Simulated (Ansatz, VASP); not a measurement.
# Bi in VASP and in Ansatz

```
CELL_PARAMETERS angstrom
3.43999 0.00000 0.00000
-1.71999 2.97912 0.00000
0.00000 0.00000 5.88446
ATOMIC_POSITIONS crystal
Bi 0.33333 0.66667 0.25000
Bi 0.66667 0.33333 0.75000
```

Alike in both runs: functional PBEsol; k mesh 12 × 12 × 7; occupations fermi-dirac, width 0.1 eV; no spin polarisation.

Ansatz relaxed the structure, and its values are those at the end. VASP's run is a single point on that final structure, the one shown.

```csv
,VASP,Ansatz
version,VASP 6.6.1,Ansatz 0.2.0
potentials or method,"VASP PAW PBE potentials, release 64 (Bi_d)","PAW with Ansatz's default frozen-core files, scalar-relativistic"
plane-wave cutoff (eV),520,420
valence electrons in the cell,30,30
```

Ansatz gave:

```
pressure (GPa) : 0.0
```

Problem. Which values does VASP return?

Solution. Pressure (GPa): -0.1.

Caveats: the PAW data sets were made with another functional, which shifts forces and pressure a little (VASP).
